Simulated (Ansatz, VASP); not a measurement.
# One calculation of MoSe, two programs

```
CELL_PARAMETERS angstrom
0.00000 2.54904 2.54904
2.54904 0.00000 2.54904
2.54904 2.54904 0.00000
ATOMIC_POSITIONS crystal
Mo 0.00000 0.00000 0.00000
Se 0.50000 0.50000 0.50000
```

The cell was built by a generator and needn't be a form met in nature.

Alike in both runs: task single point; functional PBEsol; k mesh 6 × 6 × 6; occupations gaussian, width 0.1 eV; collinear spin.

|  | VASP | Ansatz |
| --- | --- | --- |
| version | VASP 6.6.1 | Ansatz 0.2.0 |
| potentials or method | VASP PAW PBE potentials, release 64 (Mo_sv, Se) | scalar-relativistic, plane waves, PAW |
| plane-wave cutoff (eV) | 520 | 420 |
| valence electrons in the cell | 20 | 30 |

|  | VASP | Ansatz | Ansatz less VASP |
| --- | --- | --- | --- |
| gap on the k mesh at the Fermi level (eV) | none | none | - |
| pressure (GPa) | 5.7 | 5.2 | -0.45 |
| net moment per atom (μB) | 0.00 | 0.00 | -0.001 |

A gap of «none» marks a metal or a gap that the smearing closes. The two sets of potentials don't hold the same shells in valence. Ansatz warned: «seeded_moment_not_kept».

Caveats: the PAW data sets were made with another functional, which shifts forces and pressure a little (VASP).
